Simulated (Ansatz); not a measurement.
Method: DFT PBE, scalar-relativistic, plane waves, PAW in Ansatz 0.2.0. Settings: cutoff 420 eV, Γ-centred meshes spaced at most about 0.3 Å⁻¹ (2π included), Gaussian smearing. No spin polarisation in the final relaxations.

Temperature and zero-point effects are left out.

Two relaxed structures of HfSiO4:

A.

Space group I-42m (No. 121). a = 4.620 Å, b = 4.620 Å, c = 6.094 Å, α = 90.00°, β = 90.00°, γ = 90.00°
```
atom  site  symmetry       x       y       z
  Hf    2a      -42m  0.0000  0.0000  0.0000
  Si    2b      -42m  0.0000  0.0000  0.5000
   O    8i       ..m  0.7890  0.2110  0.6449
```

B.

Space group Cmmm (No. 65). a = 6.387 Å, b = 6.580 Å, c = 2.975 Å, α = 90.00°, β = 90.00°, γ = 90.00°
| atom | site | symmetry | x | y | z |
| --- | --- | --- | --- | --- | --- |
| Hf | 2c | mmm | 0.5000 | 0.0000 | 0.5000 |
| Si | 2a | mmm | 0.0000 | 0.0000 | 0.0000 |
| O | 4j | m2m | 0.5000 | 0.6781 | 0.5000 |
| O | 4g | 2mm | 0.7213 | 0.0000 | 0.0000 |

**Question.** Which form is favoured at zero pressure, and by what margin per atom?

**Answer.** A is lower, by 15 meV/atom. A has space group I-42m (No. 121), 10.8 Å³/atom and a gap of 3.54 eV on its mesh; B has Hf and Si ordered on rutile sites, space group Cmmm (No. 65), 10.4 Å³/atom and a gap of 1.81 eV. Counting O atoms around Hf and Si (those within 1.25 times the shortest such distance or 1.15 times the sum of covalent radii, 1.27 where that leaves under three; a plus sign parts nearer from farther groups), A has Hf 4+4, Si 4 and B has Hf 6, Si 6. The lower one is the more open, so pressure narrows the difference. In A, Hf has 4 O at 2.08 Å, 4 O at 2.57 Å and 2 Si at 3.05 Å; around Si lie 4 O at 1.64 Å, 4 O at 2.87 Å and 2 Hf at 3.05 Å; O is surrounded by 1 Si at 1.64 Å, 1 Hf at 2.08 Å and 1 Hf at 2.57 Å. In B, Hf is surrounded by 6 O at 2.05–2.12 Å and 2 Hf at 2.97 Å; Si has 2 O at 1.78 Å and 4 O at 1.89 Å; around O on a site of symmetry m2m lie 2 Si at 1.89 Å and 1 Hf at 2.12 Å; 1 more site not described. Both come from invented guesses. A third cell relaxed alike, in P6_3mc, lies 173 meV/atom below the lower of the two. The part of the Crystallography Open Database at hand lists HfSiO4 in space group No. 141, which no cell shown has.

These runs have no spin–orbit coupling, which can matter for Hf. Kohn–Sham gaps at this level usually fall short of measured ones. Cells relaxed within their symmetry can be saddle points.

The preference for A probably reflects silicon's bonding. Its four short Si–O contacts at 1.64 Å are typical of silicate tetrahedra, whereas B forces silicon into the sixfold coordination characteristic of dense, high-pressure silicates, with bonds stretched to 1.78–1.89 Å. The margin is only 15 meV/atom, plausibly because hafnium pulls the other way: B gives it six close oxygen neighbours, while A gives it four, with four more at 2.57 Å that can bind only weakly. Zircon-type hafnon also contains SiO4 tetrahedra but surrounds hafnium with eight oxygens more evenly, so it reconciles the two demands better.

The smaller gap of B may come from Hf 5d overlap along its chains of close Hf neighbours, which would broaden the conduction band, though the changed Si–O bonding could also contribute.

The ordering therefore ranks two competing higher-energy arrangements and does not identify the ground state, since the P6_3mc cell lies far below both. Nor does B's higher density establish it as a high-pressure phase, because denser known forms such as scheelite-type HfSiO4 were not compared.
